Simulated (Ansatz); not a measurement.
# The 2H-WS2 bilayer (2H stacking) between two gates, part 2 of 3

How do the bands of the 2H-WS2 bilayer (2H stacking) follow a displacement field between two gates?

Ansatz 0.2.0; plane-wave DFT, PBE-D3(BJ), Ansatz PAW (the session's first sound run).

So far. Step 2 (Relaxing the slab): The lattice constant a goes from 3.180 to 3.157 Å.

### Step 3. Gated layer, displacement field 0

The slab is cut off from its images along the normal. Two sheets of opposite charge stand for the gates, so the stack stays neutral in a displacement field; barriers ahead of the sheets keep electrons from leaking to them. The uncharged case sets the zero.

The cell differs from the one that the last finished run ended in (c 43.702 → 49.235 Å).

input.yaml

```yaml
crystal:
  lattice:
    - [3.1567087178, 0.0, 0.0]
    - [-1.5783543589, 2.733789942, 0.0]
    - [0.0, 0.0, 49.2345009291]
  atoms:
    - { symbol: S, position: [0.3333333333, 0.6666666667, 0.4062192085] }
    - { symbol: W, position: [0.0, 0.0, 0.438240522] }
    - { symbol: S, position: [0.3333333333, 0.6666666667, 0.4702222072] }
    - { symbol: S, position: [0.0, 0.0, 0.5297777928] }
    - { symbol: W, position: [0.3333333333, 0.6666666667, 0.561759478] }
    - { symbol: S, position: [0.0, 0.0, 0.5937807915] }
  periodic: [true, true, false]
  symmetry: { detect: true }
kpoints:
  mp_grid: { grid: [30, 30, 1] }
  band_path:
    path: [[0, 0, 0], [0.5, 0, 0], [0.33333333, 0.33333333, 0], [0, 0, 0]]
    npoints: 16
hamiltonian:
  xc: pbe
  dispersion: d3bj
scf:
  occupations: { method: fermi_dirac, width: 0.02585 }
  convergence: { dr2_threshold: 1.0e-10 }
output:
  forces: true
  eigenvalues: true
  dos: { projected: true, e_range: [-3, 3], de: 0.01 }
  write_potential: true
  write_density: true
  volumetric_format: npy
  elf: true
external_charges:
  - { charge: 0, barrier: 10, axis: 3, height: 33.735, sigma: 0.25 }
  - { charge: 0, barrier: 10, axis: 3, height: 15.5, sigma: 0.25 }
```

Launch:

```sh
$ ansatz run input.yaml --threads 4 --pin off --max-ram 6144MiB --backend cpu --events-out ev --progress --plain --runs-dir out
```

Numbers of over 12 decimals in the logs are rounded to 6 here.

Log:

```text
[...]
Crystal: 6 atoms, lattice volume = 424.883 Å³
Basis set: ecut = 420 eV, 8217 PW (Γ), exchange–correlation on 48×48×720 points (8 copies of the dense FFT grid, shifted against one another)
Bands: 32, of which v1, the nominal top of the filled ones, is band 26 counted from 1 (25 counted from 0)
Symmetry: 6 space group operations
k-points: 91 of 900 (time reversal used)
[...]
SCF iter   1: F=—  HF=-24384.988417 eV  |F-HF|=—  |Δ(HF+E_count)|=         —  Δρ=2.76e-3  dr2=4.21e-2  ethr=1.77e-3  ⟨swp⟩=15.4  Hψ=24811  notcnv=0
[...]
SCF iter  15: F=-24385.003912 eV  HF=-24385.003912 eV  |F-HF|=6.91e-11  |Δ(HF+E_count)|=  1.02e-10  Δρ=1.48e-8  dr2=6.90e-12  ethr=1.00e-12  ⟨swp⟩=11.0  Hψ=21226  notcnv=0
SCF 1 converged in 15 iterations: F = -24385.003912 eV  dr2 = 6.90e-12
[...]
NSCF: frozen V_eff on 49 k-points
WARN: The output density's exchange-correlation potential varies sharply where the density is thin. Do not read a vacuum level from v_tot or v_xc, or from such a field of the output density. On a cell that repeats whose density bears no net charge and no dipole along the vacuum's axis use v_es (v_loc + v_h of the components); under efield.dipole_correction with no amplitude use v_es + v_field, which holds any externa [...]
SCF converged after 15 iterations
Free energy (F): -24385.003912 eV
[...]
Internal energy: -24385.003912 eV  (E = F + TS)
E sigma→0 (E₀):  -24385.003912 eV
Fermi energy:    -4.607876 eV
[...]
--- Forces (eV/Å), atoms and charges each counted from 1 ---
  atom   1  S      0.00000000     0.00000000     0.00074403
  atom   2  W      0.00000000    -0.00000000    -0.00155863
  atom   3  S      0.00000000     0.00000000    -0.00024912
  atom   4  S     -0.00000000    -0.00000000     0.00024909
  atom   5  W     -0.00000000     0.00000000     0.00155863
  atom   6  S     -0.00000000     0.00000000    -0.00074374
  external charge   1     0.00000000     0.00000000     0.00021780
  external charge   2     0.00000000     0.00000000    -0.00021811
  max |Σ_I F_I| component, the external charges' with the atoms': 5.22e-8 eV/Å
--- Band table (eV; the first three rows and the last of 91) ---
  k-point 0: bands = [... 22 lower, -7.2412, -7.2412, -6.0146, -5.2641, -2.7662, -2.7662, -2.7484, -2.7484, ... 2 higher]
  k-point 1: bands = [... 22 lower, -7.2299, -7.0902, -6.0162, -5.2899, -2.7797, -2.7692, -2.7452, -2.7105, ... 2 higher]
  k-point 2: bands = [... 22 lower, -7.2075, -6.9435, -6.0241, -5.3699, -2.8267, -2.8117, -2.8005, -2.7655, ... 2 higher]
  k-point 90: bands = [... 22 lower, -8.0838, -8.0838, -5.7579, -5.6376, -3.7577, -3.7577, -2.7662, -2.0900, ... 2 higher]
```

It took 76 s on 4 threads of Arm Neoverse V2, shared host; peak memory 1.3 GiB; 5 min of CPU time.

Numbers from this step:

```
gap on the k-mesh                                                                   : 1.352 eV
gap along the path                                                                  : 1.352 eV
smallest direct gap along the path                                                  : 1.880 eV
gap, the smaller of path and mesh                                                   : 1.352 eV
potential beyond the upper barrier and gate, less the barrier, from the Fermi level : 4.608 eV
```

Running mean over a fixed 2.6 Å (it still follows the layers) of the planar mean; beyond a gate it holds the 10 eV model barrier. Electron's electrostatic potential energy less the Fermi level against z:

| z (Å) | electron's electrostatic potential energy less the Fermi level (eV) |
| --- | --- |
| 4 | 14.6 |
| 5 | 14.6 |
| 6 | 14.6 |
| 7 | 14.6 |
| 8 | 14.6 |
| 9 | 14.6 |
| 10 | 14.6 |
| 11 | 14.6 |
| 12 | 14.6 |
| 13 | 14.6 |
| 14 | 14.5 |
| 15 | 11.5 |
| 16 | 7.68 |
| 17 | 4.70 |
| 18 | 3.90 |
| 19 | -0.632 |
| 20 | -6.32 |
| 21 | -12.2 |
| 22 | -12.2 |
| 23 | -7.61 |
| 24 | -1.97 |
| 25 | -1.33 |
| 26 | -5.74 |
| 27 | -12.1 |
| 28 | -12.2 |
| 29 | -8.25 |
| 30 | -1.82 |
| 31 | 3.18 |
| 32 | 4.56 |
| 33 | 6.78 |
| 34 | 10.6 |
| 35 | 14.2 |
| 36 | 14.6 |
| 37 | 14.6 |
| 38 | 14.6 |
| 39 | 14.6 |
| 40 | 14.6 |
| 41 | 14.6 |
| 42 | 14.6 |
| 43 | 14.6 |
| 44 | 14.6 |
| 45 | 14.6 |

The density of states has structure finer than the step of the table below, so its rows give means over 0.2 eV, whole bins alone (the curve runs from -3 to 1.63 eV). Peaks (eV: height): -2.89: 6.20, -2.59: 6.44, -2.22: 4.62, -1.96: 9.47, -1.41: 4.39, 1.54: 9.77.

The density of states by energy, zero at the Fermi level of the run, which the smearing sets inside the gap; means over each step:

| energy (eV) | density of states (states/eV a cell) |
| --- | --- |
| -2.8 | 4.96 |
| -2.6 | 4.89 |
| -2.4 | 2.40 |
| -2.2 | 3.53 |
| -2.0 | 5.88 |
| -1.8 | 4.54 |
| -1.6 | 3.32 |
| -1.4 | 2.40 |
| -1.2 | 1.01 |
| -1.0 | 0.389 |
| -0.8 | 0.295 |
| -0.6 | 0.0639 |
| -0.4 | 0 |
| -0.2 | 0 |
| 0.0 | 0 |
| 0.2 | 0 |
| 0.4 | 0 |
| 0.6 | 0.0167 |
| 0.8 | 1.49 |
| 1.0 | 2.73 |
| 1.2 | 3.95 |
| 1.4 | 5.26 |

Projected DOS per atom over height of the atomic layer and energy from the Fermi level. Layers: S W S S W S from below.

Ten even steps from '_' (0.00 states/eV) to '@' (2.34 states/eV), each cell a mean:
```
--@@::::@@--
..**....**..
..==....==..
__::____::__
____________
____________
____________
____________
____________
____________
____________
____________
____________
__..____..__
__--____--__
..==....==..
..##....##..
..**....**..
::::::::::::
--__----__--
==..====..==
==::====::==
```
Columns: height of the atomic layer (Å) from 20 to 29.2 (not evenly spaced); rows upwards: energy from the Fermi level (eV) from -2.98 to 1.62.

Electronic bands along the path, in eV, zero at the Fermi level of the run, which the smearing sets inside the gap:

| point | band 23 | band 24 | band 25 | band 26 | band 27 | band 28 | band 29 | band 30 |
| --- | --- | --- | --- | --- | --- | --- | --- | --- |
| Γ | -2.63 | -2.63 | -1.41 | -0.66 | 1.84 | 1.84 | 1.86 | 1.86 |
| halfway | -2.96 | -2.57 | -2.03 | -1.94 | 1.05 | 1.43 | 1.49 | 1.56 |
| M | -2.36 | -2.24 | -2.10 | -1.99 | 1.87 | 1.90 | 2.22 | 2.38 |
| halfway | -3.41 | -3.17 | -1.59 | -1.45 | 1.52 | 1.58 | 2.34 | 2.55 |
| K | -3.48 | -3.48 | -1.15 | -1.03 | 0.85 | 0.85 | 1.84 | 2.52 |
| halfway | -2.52 | -2.41 | -1.97 | -1.95 | 0.70 | 1.15 | 1.68 | 1.85 |
| Γ | -2.63 | -2.63 | -1.41 | -0.66 | 1.84 | 1.84 | 1.86 | 1.86 |

Electrostatic potential energy in the ca plane at fractional y = 0.667, with atoms of S and W within 0.2 Å of it. With pseudopotentials it is smooth inside the atoms' cores, unlike the true potential.

Ten even steps from '0' (-49 eV) to '9' (10 eV), each cell a mean:
```
99999999888888888877776434677778887766677677
99999999888888888877776434677778887766677777
99999999888888888776666655666677887776665456
99999999888888888752136666642247788777630014
99999999888888887621104777511126788877510001
99999999888888887621204677511115788877500001
99999999888888888742126666631147788777630003
99999999888888888776666656666677887776664456
```
Columns run along c (16.0 Å, from fractional 0.26 to 0.58 of the cell; values clipped at the 3rd and 97th percentile), rows up along a (3.2 Å). Atoms in or near the plane, at fractional coordinates: S at (0.41, 0.33), S at (0.47, 0.33), W at (0.56, 0.33).

Valence density in the ca plane at fractional y = 0.667, with atoms of S and W within 0.2 Å of it. It is the smooth field of the valence electrons, not physical close to the nuclei.

Ten steps, logarithmic in the rise over the least value, from '0' (0.0 e/Å³) to '9' (4.9 e/Å³), each cell a mean:
```
00000000000000000123344565443321113455544444
00000000000000000122334565433321113455544444
00000000000000001234554455455442112344445554
00000000000000002456665444566654211234468986
00000000000000012566566444565665311123589997
00000000000000012566566434565565311123589998
00000000000000002456665444566664211234479986
00000000000000001245555455455543112344455655
```
Columns run along c (16.0 Å, from fractional 0.26 to 0.58 of the cell), rows up along a (3.2 Å). Atoms in or near the plane, at fractional coordinates: S at (0.41, 0.33), S at (0.47, 0.33), W at (0.56, 0.33).

ELF in the ca plane at fractional y = 0.667, with atoms of S and W within 0.2 Å of it. It is the smooth field of the valence electrons, not physical close to the nuclei.

Values, 5 rows by 16 columns, each cell a mean:
```
0.00 0.00 0.00 0.00 0.00 0.01 0.11 0.27 0.25 0.23 0.26 0.08 0.48 0.74 0.44 0.40
0.00 0.00 0.00 0.00 0.01 0.13 0.49 0.62 0.29 0.32 0.63 0.33 0.33 0.66 0.35 0.32
0.00 0.00 0.00 0.00 0.04 0.50 0.89 0.58 0.46 0.52 0.58 0.77 0.08 0.27 0.48 0.51
0.00 0.00 0.00 0.00 0.05 0.57 0.91 0.38 0.46 0.52 0.39 0.83 0.06 0.20 0.50 0.50
0.00 0.00 0.00 0.00 0.01 0.26 0.73 0.76 0.36 0.41 0.77 0.53 0.22 0.54 0.36 0.37
```
Columns run along c (16.0 Å, from fractional 0.26 to 0.58 of the cell), rows up along a (3.2 Å). Atoms in or near the plane, at fractional coordinates: S at (0.41, 0.33), S at (0.47, 0.33), W at (0.56, 0.33).

The gap, the smaller of path and mesh, is 1.352 eV.

### Step 4. Gated layer, displacement field 0.543 V/nm

input.yaml: that of step 3 with these lines changed.

```diff
@@ -28,3 +28,2 @@
   eigenvalues: true
-  dos: { projected: true, e_range: [-3, 3], de: 0.01 }
   write_potential: true
@@ -32,5 +31,6 @@
   volumetric_format: npy
-  elf: true
 external_charges:
   - { charge: 0, barrier: 10, axis: 3, height: 33.735, sigma: 0.25 }
+  - { charge: -0.002589, axis: 3, height: 35.235, sigma: 0.5 }
   - { charge: 0, barrier: 10, axis: 3, height: 15.5, sigma: 0.25 }
+  - { charge: 0.002589, axis: 3, height: 14.0, sigma: 0.5 }
```

Log:

```text
[...]
Crystal: 6 atoms, lattice volume = 424.883 Å³
Basis set: ecut = 420 eV, 8217 PW (Γ), exchange–correlation on 48×48×720 points (8 copies of the dense FFT grid, shifted against one another)
Bands: 32, of which v1, the nominal top of the filled ones, is band 26 counted from 1 (25 counted from 0)
Symmetry: 6 space group operations
k-points: 91 of 900 (time reversal used)
[...]
SCF iter   1: F=—  HF=-24385.778565 eV  |F-HF|=—  |Δ(HF+E_count)|=         —  Δρ=2.35e-2  dr2=2.58e0  ethr=3.10e-3  ⟨swp⟩=15.7  Hψ=25090  notcnv=0
[...]
SCF iter  15: F=-24385.003180 eV  HF=-24385.003180 eV  |F-HF|=2.07e-10  |Δ(HF+E_count)|=  4.37e-11  Δρ=5.74e-8  dr2=2.97e-11  ethr=1.00e-12  ⟨swp⟩=25.6  Hψ=30608  notcnv=0
SCF 1 converged in 15 iterations: F = -24385.003180 eV  dr2 = 2.97e-11
[...]
SCF converged after 15 iterations
Free energy (F): -24385.003180 eV
[...]
Internal energy: -24385.003180 eV  (E = F + TS)
E sigma→0 (E₀):  -24385.003180 eV
Fermi energy:    -4.608346 eV
[...]
--- Forces (eV/Å), atoms and charges each counted from 1 ---
  atom   1  S      0.00000000     0.00000000     0.00204428
  atom   2  W     -0.00000000    -0.00000000    -0.00493301
  atom   3  S      0.00000000     0.00000000     0.00182902
  atom   4  S      0.00000000    -0.00000000     0.00219004
  atom   5  W     -0.00000000     0.00000000    -0.00179550
  atom   6  S     -0.00000000    -0.00000000     0.00069382
  external charge   1     0.00000000     0.00000000     0.00020408
  external charge   2     0.00000000     0.00000000    -0.00007028
  external charge   3     0.00000000     0.00000000    -0.00023289
  external charge   4     0.00000000     0.00000000     0.00007026
  max |Σ_I F_I| component, the external charges' with the atoms': 1.76e-7 eV/Å
--- Band table (eV; the first three rows and the last of 91) ---
  k-point 0: bands = [... 22 lower, -7.2276, -7.2276, -6.0153, -5.2636, -2.7819, -2.7819, -2.7361, -2.7361, ... 2 higher]
  k-point 1: bands = [... 22 lower, -7.2323, -7.0874, -6.0169, -5.2893, -2.7986, -2.7544, -2.7537, -2.7136, ... 2 higher]
  k-point 2: bands = [... 22 lower, -7.2092, -6.9420, -6.0248, -5.3692, -2.8479, -2.8136, -2.7900, -2.7662, ... 2 higher]
  k-point 90: bands = [... 22 lower, -8.1057, -8.0619, -5.7632, -5.6327, -3.7831, -3.7326, -2.7673, -2.0893, ... 2 higher]
```

Elapsed: 70 s, on 4 threads; peak memory 1.3 GiB.

This step gave:

- gap on the k-mesh: 1.350 eV
- gap along the path: 1.350 eV
- smallest direct gap along the path: 1.850 eV
- gap, the smaller of path and mesh: 1.350 eV
- potential beyond the upper barrier and gate, less the barrier, from the Fermi level: 4.906 eV

The electronic bands at the labelled points (eV, zero at the Fermi level of the run, which the smearing sets inside the gap):

| point | band 23 | band 24 | band 25 | band 26 | band 27 | band 28 | band 29 | band 30 |
| --- | --- | --- | --- | --- | --- | --- | --- | --- |
| Γ | -2.62 | -2.62 | -1.41 | -0.66 | 1.83 | 1.83 | 1.87 | 1.87 |
| halfway | -2.96 | -2.57 | -2.03 | -1.94 | 1.04 | 1.43 | 1.49 | 1.57 |
| M | -2.37 | -2.24 | -2.10 | -1.99 | 1.85 | 1.91 | 2.21 | 2.38 |
| halfway | -3.41 | -3.17 | -1.60 | -1.45 | 1.51 | 1.59 | 2.34 | 2.54 |
| K | -3.50 | -3.45 | -1.15 | -1.02 | 0.83 | 0.88 | 1.84 | 2.52 |
| halfway | -2.52 | -2.40 | -1.99 | -1.94 | 0.70 | 1.15 | 1.67 | 1.84 |
| Γ | -2.62 | -2.62 | -1.41 | -0.66 | 1.83 | 1.83 | 1.87 | 1.87 |

The gap, the smaller of path and mesh, is 1.350 eV.

### Step 5. Gated layer, displacement field 1.09 V/nm

input.yaml: that of step 4 with these lines changed.

```diff
@@ -33,4 +33,4 @@
   - { charge: 0, barrier: 10, axis: 3, height: 33.735, sigma: 0.25 }
-  - { charge: -0.002589, axis: 3, height: 35.235, sigma: 0.5 }
+  - { charge: -0.005178, axis: 3, height: 35.235, sigma: 0.5 }
   - { charge: 0, barrier: 10, axis: 3, height: 15.5, sigma: 0.25 }
-  - { charge: 0.002589, axis: 3, height: 14.0, sigma: 0.5 }
+  - { charge: 0.005178, axis: 3, height: 14.0, sigma: 0.5 }
```

Log:

```text
[...]
Crystal: 6 atoms, lattice volume = 424.883 Å³
Basis set: ecut = 420 eV, 8217 PW (Γ), exchange–correlation on 48×48×720 points (8 copies of the dense FFT grid, shifted against one another)
Bands: 32, of which v1, the nominal top of the filled ones, is band 26 counted from 1 (25 counted from 0)
Symmetry: 6 space group operations
k-points: 91 of 900 (time reversal used)
[...]
--- Band table (eV; the first three rows and the last of 91) ---
  k-point 0: bands = [... 22 lower, -7.2051, -7.2051, -6.0172, -5.2619, -2.8054, -2.8054, -2.7264, -2.7264, ... 2 higher]
  k-point 1: bands = [... 22 lower, -7.2366, -7.0797, -6.0188, -5.2876, -2.8233, -2.7726, -2.7493, -2.7252, ... 2 higher]
  k-point 2: bands = [... 22 lower, -7.2142, -6.9378, -6.0268, -5.3673, -2.8759, -2.8345, -2.7780, -2.7644, ... 2 higher]
  k-point 90: bands = [... 22 lower, -8.1273, -8.0398, -5.7769, -5.6199, -3.8088, -3.7078, -2.7707, -2.0870, ... 2 higher]
[key lines of the parts left out:]
SCF converged after 15 iterations
Free energy (F): -24385.000986 eV
Fermi energy:    -4.609717 eV
```

It took 72 s on 4 threads; peak memory 1.3 GiB.

Electronic bands along the path, in eV, zero at the Fermi level of the run, which the smearing sets inside the gap:

| point | band 23 | band 24 | band 25 | band 26 | band 27 | band 28 | band 29 | band 30 |
| --- | --- | --- | --- | --- | --- | --- | --- | --- |
| Γ | -2.60 | -2.60 | -1.41 | -0.65 | 1.80 | 1.80 | 1.88 | 1.88 |
| halfway | -2.96 | -2.56 | -2.05 | -1.92 | 1.04 | 1.41 | 1.50 | 1.58 |
| M | -2.38 | -2.22 | -2.12 | -1.97 | 1.83 | 1.94 | 2.20 | 2.40 |
| halfway | -3.42 | -3.16 | -1.61 | -1.43 | 1.49 | 1.61 | 2.34 | 2.52 |
| K | -3.52 | -3.43 | -1.17 | -1.01 | 0.80 | 0.90 | 1.84 | 2.52 |
| halfway | -2.54 | -2.39 | -2.01 | -1.91 | 0.69 | 1.16 | 1.67 | 1.83 |
| Γ | -2.60 | -2.60 | -1.41 | -0.65 | 1.80 | 1.80 | 1.88 | 1.88 |

The gap, the smaller of path and mesh, is 1.344 eV.

### Step 6. Gated layer, displacement field 2.17 V/nm

input.yaml: that of step 5 with these lines changed.

```diff
@@ -28,2 +28,3 @@
   eigenvalues: true
+  dos: { projected: true, e_range: [-3, 3], de: 0.01 }
   write_potential: true
@@ -31,6 +32,7 @@
   volumetric_format: npy
+  elf: true
 external_charges:
   - { charge: 0, barrier: 10, axis: 3, height: 33.735, sigma: 0.25 }
-  - { charge: -0.005178, axis: 3, height: 35.235, sigma: 0.5 }
+  - { charge: -0.010356, axis: 3, height: 35.235, sigma: 0.5 }
   - { charge: 0, barrier: 10, axis: 3, height: 15.5, sigma: 0.25 }
-  - { charge: 0.005178, axis: 3, height: 14.0, sigma: 0.5 }
+  - { charge: 0.010356, axis: 3, height: 14.0, sigma: 0.5 }
```

Log:

```text
[...]
Crystal: 6 atoms, lattice volume = 424.883 Å³
Basis set: ecut = 420 eV, 8217 PW (Γ), exchange–correlation on 48×48×720 points (8 copies of the dense FFT grid, shifted against one another)
Bands: 32, of which v1, the nominal top of the filled ones, is band 26 counted from 1 (25 counted from 0)
Symmetry: 6 space group operations
k-points: 91 of 900 (time reversal used)
[...]
--- Band table (eV; the first three rows and the last of 91) ---
  k-point 0: bands = [... 22 lower, -7.1577, -7.1577, -6.0247, -5.2554, -2.8562, -2.8562, -2.7487, -2.7487, ... 2 higher]
  k-point 1: bands = [... 22 lower, -7.1892, -7.0542, -6.0263, -5.2809, -2.8757, -2.8204, -2.7842, -2.7643, ... 2 higher]
  k-point 2: bands = [... 22 lower, -7.2323, -6.9224, -6.0346, -5.3598, -2.9343, -2.8809, -2.8156, -2.7190, ... 2 higher]
  k-point 90: bands = [... 22 lower, -8.1696, -7.9957, -5.8179, -5.5830, -3.8612, -3.6594, -2.7838, -2.0783, ... 2 higher]
[key lines of the parts left out:]
SCF converged after 16 iterations
Free energy (F): -24384.992212 eV
Fermi energy:    -4.614987 eV
```

Elapsed: 77 s, on 4 threads; peak memory 1.3 GiB.

The gap, the smaller of path and mesh, is 1.320 eV.

### Step 7. Gated layer, displacement field 4.34 V/nm

input.yaml: that of step 6 with these lines changed.

```diff
@@ -35,4 +35,4 @@
   - { charge: 0, barrier: 10, axis: 3, height: 33.735, sigma: 0.25 }
-  - { charge: -0.010356, axis: 3, height: 35.235, sigma: 0.5 }
+  - { charge: -0.020711, axis: 3, height: 35.235, sigma: 0.5 }
   - { charge: 0, barrier: 10, axis: 3, height: 15.5, sigma: 0.25 }
-  - { charge: 0.010356, axis: 3, height: 14.0, sigma: 0.5 }
+  - { charge: 0.020711, axis: 3, height: 14.0, sigma: 0.5 }
```

Log:

```text
[...]
Crystal: 6 atoms, lattice volume = 424.883 Å³
Basis set: ecut = 420 eV, 8217 PW (Γ), exchange–correlation on 48×48×720 points (8 copies of the dense FFT grid, shifted against one another)
Bands: 32, of which v1, the nominal top of the filled ones, is band 26 counted from 1 (25 counted from 0)
Symmetry: 6 space group operations
k-points: 91 of 900 (time reversal used)
[...]
--- Band table (eV; the first three rows and the last of 91) ---
  k-point 0: bands = [... 22 lower, -7.0654, -7.0654, -6.0530, -5.2308, -2.9652, -2.9652, -2.8441, -2.8441, ... 2 higher]
  k-point 1: bands = [... 22 lower, -7.0970, -6.9878, -6.0544, -5.2556, -2.9871, -2.9292, -2.8841, -2.8617, ... 2 higher]
  k-point 2: bands = [... 22 lower, -7.1871, -6.8765, -6.0632, -5.3320, -3.0564, -2.9787, -2.9151, -2.8238, ... 2 higher]
  k-point 90: bands = [... 22 lower, -8.2478, -7.9084, -5.9183, -5.4986, -3.9694, -3.5670, -2.8329, -2.0466, ... 2 higher]
[key lines of the parts left out:]
SCF converged after 17 iterations
Free energy (F): -24384.957129 eV
Fermi energy:    -4.633726 eV
```

Run time: 79 s. Hardware: 4 threads; peak memory 1.3 GiB.

Running mean over a fixed 2.6 Å (it still follows the layers) of the planar mean; beyond a gate it holds the 10 eV model barrier. The electron's electrostatic potential energy less the Fermi level by z:

| z (Å) | electron's electrostatic potential energy less the Fermi level (eV) |
| --- | --- |
| 4 | 12.3 |
| 5 | 12.3 |
| 6 | 12.3 |
| 7 | 12.3 |
| 8 | 12.3 |
| 9 | 12.3 |
| 10 | 12.3 |
| 11 | 12.3 |
| 12 | 12.3 |
| 13 | 12.3 |
| 14 | 12.3 |
| 15 | 9.64 |
| 16 | 6.20 |
| 17 | 3.64 |
| 18 | 3.23 |
| 19 | -1.01 |
| 20 | -6.56 |
| 21 | -12.4 |
| 22 | -12.4 |
| 23 | -7.75 |
| 24 | -2.03 |
| 25 | -1.26 |
| 26 | -5.58 |
| 27 | -11.9 |
| 28 | -11.9 |
| 29 | -8.00 |
| 30 | -1.45 |
| 31 | 3.81 |
| 32 | 5.57 |
| 33 | 8.22 |
| 34 | 12.5 |
| 35 | 16.3 |
| 36 | 17.0 |
| 37 | 17.0 |
| 38 | 17.0 |
| 39 | 17.0 |
| 40 | 17.0 |
| 41 | 17.0 |
| 42 | 17.0 |
| 43 | 17.0 |
| 44 | 17.0 |
| 45 | 17.0 |

The gap, the smaller of path and mesh, is 1.234 eV.

[end of part 2 of 3]

[Logs are printed without paths, hosts, clocks, repeated set-up lines and the standing remarks that a program may print on its own settings, such as how far it seeks lower states.]

[Hosts, paths, dates, database ids (printed as entryN), source tags and the programs' standing remarks are cut or masked in the printed files.]

[Maps of the electrostatic potential energy from Ansatz leave out the sawtooth potential of an applied field or a dipole correction, so their vacuum need not be flat; planar profiles and work functions include it.]
